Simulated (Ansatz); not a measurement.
# KCl: band gap under strain

How does strain move the band edges of KCl in the rocksalt structure, and do the functionals agree on it? States: -1.8 % strain along x alone; +4.8 % equal strain in all directions; -1.6 % biaxial strain in x and y, z held.

Code: Ansatz 0.2.0. PAW datasets, plane waves. Computed at 0 K without zero-point motion; spin polarisation is off.

## (1) The cell

The unstrained cell was relaxed with r2SCAN; in each strained cell the atoms were relaxed again with r2SCAN. Names of k-points are those of the unstrained zone, where strain can split equivalent points. First state: -1.8 % strain along x alone.

The symmetry is I4/mmm (No. 139, tetragonal); conventional cell a = 4.447 Å, c = 6.176 Å, 30.54 Å³ an atom. Around K lie 6 Cl at 3.09–3.14 Å; around Cl lie 6 K at 3.09–3.14 Å.

As a file:

```xyz
2
Lattice="0.0000 3.1448 3.1448 3.0879 0.0000 3.1448 3.0879 3.1448 0.0000" Properties=species:S:1:pos:R:3 pbc="T T T"
K     0.0000    0.0000    0.0000
Cl    3.0879    3.1448    3.1448
```

## (2) -1.8 % strain along x alone: PBE

input.yaml reads:

```yaml
crystal:
  lattice:
    - [0.0, 3.1448483221, 3.1448483221]
    - [3.0879265675, 0.0, 3.1448483221]
    - [3.0879265675, 3.1448483221, 0.0]
  atoms:
    - { symbol: K, position: [0.0, 0.0, 0.0] }
    - { symbol: Cl, position: [0.5, 0.5, 0.5] }
kpoints:
  mp_grid: { grid: [8, 8, 8] }
  band_path:
    path:
      - [0.0, 0.0, 0.0]
      - [0.5, 0.0, 0.5]
      - [0.625, 0.25, 0.625]
      - [0.375, 0.375, 0.75]
      - [0.5, 0.5, 0.5]
      - [0.5, 0.25, 0.75]
    npoints: 1
hamiltonian:
  xc: pbe
scf:
  occupations: { method: fermi_dirac, width: 0.02 }
  n_extra_bands: 4
output:
  forces: true
  stress: true
  eigenvalues: true
  write_density: true
  write_potential: true
  elf: true
  volumetric_format: npy
```

Launch:

```console
$ ansatz run input.yaml --threads 4 --pin off --max-ram 3686MiB --backend cpu --events-out ev --progress --plain --runs-dir out
```

The runs that follow: -1.8 % strain along x alone: r2SCAN; -1.8 % strain along x alone: HSE06; +4.8 % equal strain in all directions: PBE; +4.8 % equal strain in all directions: r2SCAN; +4.8 % equal strain in all directions: HSE06; -1.6 % biaxial strain in x and y, z held: PBE; -1.6 % biaxial strain in x and y, z held: r2SCAN; -1.6 % biaxial strain in x and y, z held: HSE06.

Before running it: what results should come out?

As calculated:

Least gap in eV (negative: overlap):

| state | PBE | r2SCAN | HSE06 |
| --- | --- | --- | --- |
| -1.8 % strain along x alone | 5.25 | 5.88 | 6.56 |
| +4.8 % equal strain in all directions | 4.75 | 5.38 | 6.02 |
| -1.6 % biaxial strain in x and y, z held | 5.30 | 5.94 | 6.62 |

Where both were run, the HSE06 gap lies +1.28 to +1.32 eV from PBE's, each on its own k points. In PBE the gap is least under +4.8 % equal strain in all directions (4.75 eV) and largest under -1.6 % biaxial strain in x and y, z held (5.30 eV).
